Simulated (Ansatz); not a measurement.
The same hydrogenolysis along the group C, Si, Ge, Sn.

Gas-phase electronic energies from Ansatz, PBE0-D4/def2-TZVP geometries. CBS: MP2 limit from def2 TZ/QZ plus the TZ coupled-cluster correction, frozen cores. This one scheme is used for every species. Functionals use def2-TZVPP. def2 core potentials past Kr. For Ge, Sn outer-core shells are correlated without core-valence functions, which leaves a few kJ/mol of doubt a bond. Scalar relativity is left out up to krypton.

| reaction | RPA@PBE/def2-TZVPP (eV) | HF/CBS(def2) (eV) | CCSD(T)/def2-SVP (eV) |
| --- | --- | --- | --- |
| `FC(F)(F)F` + H₂ → `FC(F)F` + H–F | -0.53 | -0.50 | -0.23 |
| `F[Si](F)(F)F` + H₂ → `F[SiH](F)F` + H–F | 1.26 | 1.35 | 1.14 |
| `[F][Ge]([F])([F])[F]` + H₂ → `[F][GeH]([F])[F]` + H–F | 0.30 | 0.30 | 0.33 |
| `[F][Sn]([F])([F])[F]` + H₂ → `[F][SnH]([F])[F]` + H–F | 0.01 | 0.00 | 0.00 |

(1) Give the CCSD(T)/CBS values in the same order. (Best estimate.)

Largest T1 diagnostic: 0.015, for `[F][Sn]([F])([F])[F]`.

Results:

(1) Ansatz gave: -0.60, 1.28, 0.22, 0.02 eV.
